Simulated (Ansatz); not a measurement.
# AlN: a line through a two-coordinate scan

Aim: follow the energy of AlN (P6_3mc, No. 186; 8 atoms in the cell) along one coordinate, amplitude of mode 4 (235 cm⁻¹), with the other held at amplitude of mode 15 (652 cm⁻¹) = −0.056 Å.

Program: Ansatz 0.2.0. Level of theory: DFT PBEsol, scalar-relativistic, plane waves, PAW. These are calculated values, not measurements.

28 further runs of the same task are left out: 28 set aside as unsound or not needed. Runs told in other sessions of the task aren't counted.

## Step 1: Starting point

The structure is hexagonal, space group P6_3mc (No. 186). The conventional cell has a = 3.114 Å, b = 3.114 Å, c = 4.983 Å, α = 90.00°, β = 90.00°, γ = 120.00°. Al (site symmetry 3m) is surrounded by 4 N at 1.89 to 1.90 Å. Around N (site symmetry 3m) lie 4 Al at 1.89 to 1.90 Å.

Coordinates:

```xyz
8
Lattice="-3.1136 0.0000 0.0000 0.0000 5.3928 0.0000 1.5568 -2.6964 -4.9834" Properties=species:S:1:pos:R:3 pbc="T T T"
Al   -1.5568   -0.8988   -4.9758
Al    0.0000    1.7976   -4.9758
Al    0.0000    3.5952   -2.4841
Al   -1.5568    0.8988   -2.4841
N    -1.5568   -0.8988   -3.0723
N     0.0000    1.7976   -3.0723
N     0.0000    3.5952   -0.5806
N    -1.5568    0.8988   -0.5806
```

## Step 2: The scan

The energy is mapped over two normal modes frozen in (zone-centre modes of the cell shown, which folds in the wave vector (0, 1/2, 1/2) of the primitive cell).

The axes are (1) amplitude of mode 4 (235 cm⁻¹), largest displacement: 11 values from −0.088 Å; (2) amplitude of mode 15 (652 cm⁻¹), largest displacement: 11 values from −0.070 Å.

Nothing else is relaxed (the cell and all other modes fixed). Energies count from the relaxed high-symmetry cell. Points are written as (first, second).

The modes come from a phonon run on the reference cell, made beforehand.

The patterns, per unit of each coordinate (Å):

```tsv
atom	x1	y1	z1	x2	y2	z2
Al1	1.000	0.000	0.000	0.000	0.464	0.000
Al2	1.000	0.000	0.000	0.000	0.464	0.000
Al3	-1.000	0.000	0.000	0.000	-0.464	0.000
Al4	-1.000	0.000	0.000	0.000	-0.464	0.000
N5	-0.893	0.000	0.000	0.000	1.000	-0.001
N6	-0.893	0.000	0.000	0.000	1.000	-0.001
N7	0.893	0.000	0.000	0.000	-1.000	-0.001
N8	0.893	0.000	0.000	0.000	-1.000	-0.001
```

## Step 3: The run at (−0.088 Å, −0.056 Å)

The input, input.yaml:

```yaml
crystal:
  lattice:
    - [-3.1135599857, 0.0, 0.0]
    - [0.0, 5.3928440876, 0.0]
    - [1.5567799928, -2.6964220438, -4.9833504711]
  atoms:
    - { symbol: Al, position: [1.027510811, 0.3277655947, 0.998494688] }
    - { symbol: Al, position: [0.527510811, 0.8277655947, 0.998494688] }
    - { symbol: Al, position: [0.220983877, 0.9207290933, 0.498494688] }
    - { symbol: Al, position: [0.720983877, 0.4207290933, 0.498494688] }
    - { symbol: "N", position: [0.7830003891, 0.1311996364, 0.6165008612] }
    - { symbol: "N", position: [0.2830003891, 0.6311996364, 0.6165008612] }
    - { symbol: "N", position: [0.0835004721, 0.7353012248, 0.1165008612] }
    - { symbol: "N", position: [0.5835004721, 0.2353012248, 0.1165008612] }
basis:
  ecutwfc: 520.0
kpoints:
  mp_grid: { grid: [8, 8, 8] }
hamiltonian:
  xc: pbesol
  pseudopotentials: { kind: paw, azcp: { folder: soft_1 } }
scf:
  occupations: { method: gaussian, width: 0.05 }
output:
  forces: true
  stress: true
  eigenvalues: true
```

On the command line:

```sh
$ ansatz run input.yaml --threads 2 --pin off --max-ram 4096MiB --backend cpu --events-out ev --progress --plain --runs-dir out
```

The session goes on with these runs: the other points of the line.

What does the calculation give? Wanted: for each run, amplitude of mode 4; energy; slope; pressure; largest force on an atom.

The runs gave:

```
amplitude of mode 4 (235 cm⁻¹), largest displacement (Å)  step  energy (meV)  slope (meV per Å)  pressure (GPa)  band gap on the k-mesh (eV)  largest force on an atom (eV/Å)
                                                  −0.088     3           303              −2894           0.696                        3.985                            1.117
                                                  −0.070     4           257              −2315           0.763                        4.017                            1.090
                                                  −0.053     5           222              −1736           0.815                        4.041                            1.078
                                                  −0.035     6           196              −1157           0.853                        4.059                            1.069
                                                  −0.018     7           181               −579           0.875                        4.069                            1.064
                                                   0.000     –           176                  0           0.883                        4.073                            1.062
                                                   0.018     –           181                579           0.875                        4.069                            1.064
                                                   0.035     –           196               1157           0.853                        4.059                            1.069
                                                   0.053     –           222               1736           0.815                        4.041                            1.078
                                                   0.070     –           257               2315           0.763                        4.017                            1.090
                                                   0.088     –           303               2894           0.696                        3.985                            1.117
```

Energies count from the relaxed high-symmetry cell. Rows without a step come from runs not printed here or follow by symmetry. Slopes come from the forces (and the stress, where the cell changes), not from differences of energies.

**Reading.** Of the points computed the energy is lowest at 0.000 Å, 176 meV from the zero. Energies and slopes round the minimum, fitted together, put the minimum at 0.0000 Å, with a curvature of about 33000 meV per Å². The highest point computed, at −0.088 Å, lies 127 meV above the lowest. This is one cut through a surface in two coordinates; the map's lowest point lies off it. With the other coordinates free, the energies away from the reference would be the same or lower.

The gaps are Kohn-Sham values of a semilocal functional, not quasiparticle or optical gaps. Such gaps usually fall short of the measured ones.
